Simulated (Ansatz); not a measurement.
## Which functional gives which lattice for Li₂Se?

Starting cell:

```
CELL_PARAMETERS angstrom
0.00000 3.00250 3.00250
3.00250 0.00000 3.00250
3.00250 3.00250 0.00000
ATOMIC_POSITIONS crystal
Li 0.25000 0.25000 0.25000
Li 0.75000 0.75000 0.75000
Se 0.00000 0.00000 0.00000
```

Ansatz, plane waves and PAW, scalar-relativistic (no spin–orbit coupling), 8×8×8 k-mesh. No spin polarisation. In the setting of the table the starting cell (space group Fm-3m) has 4.246 × 4.246 × 4.246 Å, angles 60.0 / 60.0 / 60.0°. Each functional was followed to zero pressure by scaling the cell, shape and atoms held, then fitted over four more volumes within ±4 % of it.

Task: What cell, stiffness and gap does each give?

Result: 
| functional | V0 (Å³/atom) | cell | B0 (GPa) | B′ from the pressures | gap on the mesh | cutoff (eV) |
| --- | --- | --- | --- | --- | --- | --- |
| mr2SCAN | 17.87 | 4.232 × 4.232 × 4.232 Å, angles 60.0 / 60.0 / 60.0° | 35 | 3.9 | 3.48 eV | 500 |
| PBE + D3(BJ)-ATM | 16.89 | 4.155 × 4.155 × 4.155 Å, angles 60.0 / 60.0 / 60.0° | 38 | 3.9 | 2.92 eV | 420 |
| PBE + D4 | 17.43 | 4.198 × 4.198 × 4.198 Å, angles 60.0 / 60.0 / 60.0° | 36 | 3.9 | 2.95 eV | 420 |
| PBEsol | 17.51 | 4.204 × 4.204 × 4.204 Å, angles 60.0 / 60.0 / 60.0° | 35 | 3.9 | 2.82 eV | 420 |
| r2SCAN + D3(BJ)-ATM | 17.44 | 4.198 × 4.198 × 4.198 Å, angles 60.0 / 60.0 / 60.0° | 37 | 3.9 | 3.46 eV | 500 |

The volumes span 5.8 %, from PBE + D3(BJ)-ATM to mr2SCAN. The stiffness doesn't follow the volume steadily: stiffest PBE + D3(BJ)-ATM (38 GPa at 16.89 Å³/atom), softest mr2SCAN (35 GPa at 17.87 Å³/atom) and PBEsol (35 GPa at 17.51 Å³/atom), yet r2SCAN + D3(BJ)-ATM is stiffer than PBE + D4 in a larger cell (37 against 36 GPa).

Caveats: gaps at these levels are rough, and mostly too small.

Points behind the fit for r2SCAN + D3(BJ)-ATM:

```
V (Å³/atom)  E − Emin (meV/atom)  P (GPa)
     16.745                 3.43     1.64
     17.094                 0.82     0.77
     17.443                 0.00    -0.01
     17.792                 0.80    -0.72
     18.141                 3.08    -1.36
```

The choice of dispersion term moves the lattice more than it moves the gap. With PBE underneath both, going from D3(BJ)-ATM to D4 expands the cell from 16.89 to 17.43 Å³/atom but changes the gap only from 2.92 to 2.95 eV. The contraction with D3 probably reflects dispersion coefficients that respond too little to the charge on Li, since a Li⁺ ion is far less polarisable than the neutral atom.

The gaps group instead by the underlying functional. PBE + D4 and r2SCAN + D3(BJ)-ATM have practically the same volume, yet their gaps are 2.95 and 3.46 eV, so the difference is electronic rather than geometric.

The modest stiffness in every row fits an antifluorite salt held together by singly charged cations and large, soft selenide anions, with filled Se 4p states at the valence-band top. These are static lattices, so ranking the functionals against a measured cell would first require zero-point and thermal expansion.
